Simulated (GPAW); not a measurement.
BeTe, 2 atoms in the cell. Symmetry: F-43m, No. 216, cubic system. The conventional cell has a = 5.540 Å, b = 5.540 Å, c = 5.540 Å, α = 90.00°, β = 90.00°, γ = 90.00°. Te (site symmetry -43m) has 4 Be at 2.40 Å as nearest neighbours. Around Be (site symmetry -43m) lie 4 Te at 2.40 Å. 

| Item | Value |
| --- | --- |
| Program | GPAW 26.7.0 |
| Task | relaxation of cell and atoms |
| Functional | PBE |
| Dispersion | D3(BJ) |
| Potentials or basis | GPAW PAW data sets (gpaw-data 1.2.1) |
| Cutoff | 800 eV |
| Basis | pw |
| k mesh | 8 × 8 × 8 |
| Occupations | fermi-dirac, width 0.05 eV |
| Spin | no spin polarisation |
| Maxiter | 150 |
| Optimizer | FIRE |
| Fmax | 0.05 eV/Å |
| Max steps | 100 |
| Convergence | density=1e-05 forces=0.0001 |

Potentials or basis: GPAW PAW data sets (gpaw-data 1.2.1), pw.

Command:

```console
$ OMP_NUM_THREADS=1 python run.py
```

Hardware: 1 thread of AMD EPYC 7571, with other jobs on the host.

Q: Estimate the wall time of this run.

A: Run time: 120 s on 1 thread of AMD EPYC 7571 (shared host), peak memory 0.2 GiB. Counts: scf iterations 45, plane waves 2204, bands 11, k points 29, ion steps 5.
